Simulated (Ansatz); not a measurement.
Crystal: Si2Mo.

```
Mo Si
1.0
    -1.60000    1.60000    3.93050
     1.60000   -1.60000    3.93050
     1.60000    1.60000   -3.93050
Mo Si
1 2
Cartesian
  0.0000 0.0000 0.0000
  0.0000 0.0000 5.2433
  0.0000 0.0000 2.6177
```

Base run:

- Program: Ansatz 0.2.0
- Functional: PBE
- Potentials or basis: Ansatz PAW
- Cutoff: 420 eV (not typed: the program's choice for these potentials)
- k mesh: 12 × 12 × 12
- Occupations: gaussian, width 0.05 eV
- Spin: no spin polarisation

Its results: band gap on the k mesh none (metal or under the smearing width); pressure 2.2 GPa; largest force 0.276 eV/Å.

Q: The run is repeated on the same cell with these changes: functional from PBE to PBEsol. What comes out?

A: Band gap on the k mesh none (metal or under the smearing width); pressure -2.7 GPa; largest force 0.325 eV/Å.

PBEsol binds more tightly than PBE, so the same cell stands under less pressure.

Caveats: the PAW data sets come from PBE, with cores solved anew for the run's functional, which leaves a small shift of forces and pressure (some runs).
